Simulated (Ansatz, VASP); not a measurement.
# Ga: VASP beside Ansatz

```xyz
1
Lattice="0.0000 2.0149 2.0149 2.0149 0.0000 2.0149 2.0149 2.0149 0.0000" Properties=species:S:1:pos:R:3 pbc="T T T"
Ga    0.0000    0.0000    0.0000
```

Alike in both runs: task single point; functional PBEsol; k mesh 15 × 15 × 15; occupations fermi-dirac, width 0.1 eV; no spin polarisation.

```csv
,VASP,Ansatz
version,VASP 6.6.1,Ansatz 0.2.0
potentials or method,"VASP PAW PBE potentials, release 64 (Ga_d)","plane waves (420 eV) with PAW, scalar-relativistic"
plane-wave cutoff (eV),520,420
valence electrons in the cell,13,13
```

```tsv
	VASP	Ansatz	Ansatz less VASP
pressure (GPa)	5.8	5.7	-0.08
```

Ansatz warned: «pseudo_functional_mismatch».

Caveats: the PAW data sets were made with another functional, which shifts forces and pressure a little (VASP).
